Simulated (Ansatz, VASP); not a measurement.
# Ti in VASP and in Ansatz

Contents of POSCAR:

```
Ti
1.0
    0.0000000000      1.9779255878      1.9779255878
    1.9779255878      0.0000000000      1.9779255878
    1.9779255878      1.9779255878      0.0000000000
Ti
1
Direct
    0.0000000000      0.0000000000      0.0000000000
```

File INCAR.step1:

```
ALGO = Normal
EDIFF = 1E-4
ENCUT = 520
GGA = PE
ISMEAR = -1
LASPH = True
LCHARG = False
LREAL = False
LWAVE = True
NBANDS = 12
NELM = 80
PREC = Accurate
SIGMA = 0.15
```

Contents of INCAR.step2:

```
ALGO = Normal
EDIFF = 1E-7
ENCUT = 520
ISIF = 2
ISMEAR = -1
ISTART = 1
LASPH = True
LCHARG = False
LMIXTAU = True
LREAL = False
LWAVE = False
METAGGA = R2SCAN
NBANDS = 12
NELM = 80
PREC = Accurate
SIGMA = 0.15
```

File KPOINTS:

```
k-points
0
Gamma
  12 12 12
```

Input for Ansatz:

```yaml
crystal:
  lattice:
    - [0.0, 1.9779255877802775, 1.9779255877802775]
    - [1.9779255877802775, 0.0, 1.9779255877802775]
    - [1.9779255877802775, 1.9779255877802775, 0.0]
  atoms:
    - { symbol: Ti, position: [0.0, 0.0, 0.0] }
basis:
  ecutwfc: 600.0
kpoints:
  mp_grid:
    grid: [12, 12, 12]
hamiltonian:
  xc: r2scan
scf:
  occupations:
    method: fermi_dirac
    width: 0.15
output:
  stress: true
```

This isn't the form of Ti at room conditions, which is hcp.

Alike in both runs: task single point; functional r2SCAN; k mesh 12 × 12 × 12; occupations fermi-dirac, width 0.15 eV; no spin polarisation.

|  | VASP | Ansatz |
| --- | --- | --- |
| version | VASP 6.6.1 | Ansatz 0.2.0 |
| potentials or method | VASP PAW PBE potentials, release 64 (Ti_sv) | plane waves, PAW |
| plane-wave cutoff (eV) | 520 | 600 |
| valence electrons in the cell | 12 | 12 |

|  | VASP | Ansatz | Ansatz less VASP |
| --- | --- | --- | --- |
| pressure (GPa) | 16.5 | 16.0 | -0.51 |

Caveats: so large a pressure means that the cell lies far from this level's equilibrium, or that cutoff or potentials fall short (VASP); the potentials were made for another functional, which shifts forces and pressure (VASP).
